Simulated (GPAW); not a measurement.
Runs of GPAW 26.7.0 on Zn. Symmetry: P6_3/mmc, No. 194, hexagonal system. Conventional cell: a = 2.670 Å, b = 2.670 Å, c = 4.966 Å, α = 90.00°, β = 90.00°, γ = 120.00°. Zn (site symmetry -6m2) is surrounded by 12 Zn at 2.67 to 2.92 Å. 

```csv
task,level,potentials or basis,smearing,smearing order,gap on the mesh (eV),pressure (GPa)
single point,RPBE,"the program's PAW data sets (release 1.2.1) made for this functional, pw",gaussian 0.05 eV,-,none,(a)
single point,PBE,"GPAW PAW data sets (gpaw-data 1.2.1), pw",gaussian 0.05 eV,-,none,-1.0
electron localisation function,r2SCAN,"GPAW PAW data sets (gpaw-data 1.2.1), pw",methfessel-paxton 0.2 eV,1,none,-4.4
single point,LDA,"the program's PAW data sets (release 1.2.1) made for this functional, pw",gaussian 0.02 eV,-,none,-9.4
single point,PBE,"GPAW PAW data sets (gpaw-data 1.2.1), pw",methfessel-paxton 0.2 eV,1,none,-1.0
```

Alike in all rows: no spin polarisation; cell as given; k mesh 11 × 11 × 6; cutoff (eV) 600.

Question: Estimate the missing entries.

Answer: (a) 2.4.

Caveats: this smearing can pin the Fermi level at a band edge (some runs); the PAW data sets were made with another functional, which shifts forces and pressure a little (some runs).

A gap of «none» marks a metal or a gap under the smearing width.
